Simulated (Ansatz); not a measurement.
**Energy ranking of Ta5Si structures**

These are results of DFT PBE, scalar-relativistic, plane waves, PAW (Ansatz 0.2.0), not measurements. Settings: cutoff 420 eV, Γ-centred meshes spaced at most about 0.3 Å⁻¹, and about 0.25 Å⁻¹ or finer for metals (2π included), Gaussian smearing. No spin polarisation.

The zero of energy is the elements' standard structures at the same level; no fitted shifts are applied.

Temperature and zero-point effects are left out. Only the structures computed here compete, so a lower one can exist. These runs have no spin–orbit coupling, which can matter for Ta.

Invented guesses were relaxed alike, and ends that match in structure were merged. ΔE counts from the first row. Coordination counts Ta atoms around Si (those within 1.25 times the shortest such distance or 1.15 times the sum of covalent radii; a plus sign parts nearer from farther groups). The ends were matched against large subsets of the Crystallography Open Database and the Materials Project, so a missing match doesn't prove that a structure is unreported.

```
#                         reached from  type and space group  atoms  Å³/atom  coordination  ΔE (meV/atom)  gap on mesh (eV)  in databases
1  a cell proposed by chemical analogy      P4/mmm (No. 123)      6     17.4         Si 10              0              0.00      no match
2  a cell proposed by chemical analogy       P-3m1 (No. 164)      6     17.4        Si 8+6            132              0.00      no match
3  a cell proposed by chemical analogy         I422 (No. 97)      6     17.8         Si 10            173              0.00      no match
```

The lowest: Space group P4/mmm (No. 123), tetragonal, a = 3.372 Å, c = 9.172 Å. Ta on a site of symmetry 4mm is surrounded by 4 Si at 2.76 Å, 5 Ta at 2.77–2.85 Å, 1 Ta at 3.20 Å and 4 Ta at 3.37 Å; Ta on a second site of symmetry 4mm has 8 Ta at 2.85–2.90 Å, 1 Si at 2.94 Å and 5 Ta at 3.29–3.37 Å; Ta on a site of symmetry 4/mmm has 8 Ta at 2.90 Å and 6 Ta at 3.20–3.37 Å; Si is surrounded by 8 Ta at 2.76 Å, 2 Ta at 2.94 Å and 4 Si at 3.37 Å. Its energy over the elements is −0.20 eV/atom. A negative formation energy is needed for stability but isn't enough: competing phases decide. An observed structure of this formula, if there is one, may be missing.

```cif
data_structure
_symmetry_space_group_name_H-M 'P 1'
_symmetry_Int_Tables_number 1
_cell_length_a 3.3717
_cell_length_b 3.3717
_cell_length_c 9.1722
_cell_angle_alpha 90.000
_cell_angle_beta 90.000
_cell_angle_gamma 90.000
_cell_volume 104.27
loop_
_atom_site_label
_atom_site_type_symbol
_atom_site_fract_x
_atom_site_fract_y
_atom_site_fract_z
_atom_site_occupancy
Ta1 Ta 0.50000 0.50000 0.15092 1
Ta2 Ta 0.00000 0.00000 0.32058 1
Ta3 Ta 0.50000 0.50000 0.84908 1
Ta4 Ta 0.00000 0.00000 0.67942 1
Ta5 Ta 0.50000 0.50000 0.50000 1
Si1 Si 0.00000 0.00000 0.00000 1
```

The second: Space group P-3m1 (No. 164), trigonal, a = 4.639 Å, c = 5.600 Å. Around Ta on a site of symmetry -3m lie 2 Si at 2.80 Å, 6 Ta at 2.85 Å and 6 Ta at 3.24 Å; Ta on a site of symmetry 3m is surrounded by 8 Ta at 2.79–2.85 Å, 3 Si at 3.24 Å and 3 Ta at 3.32 Å; around Ta on a second site of symmetry 3m lie 5 Ta at 2.79–2.81 Å, 3 Si at 2.85 Å and 6 Ta at 3.24–3.31 Å; Si has 8 Ta at 2.80–2.85 Å and 6 Ta at 3.24 Å. Counting Ta atoms around Si, the first has Si 10 and the second has Si 8+6. Cells relaxed within their symmetry can be saddle points. Some candidate types were left out of the draw beforehand, so a known form may be missing.
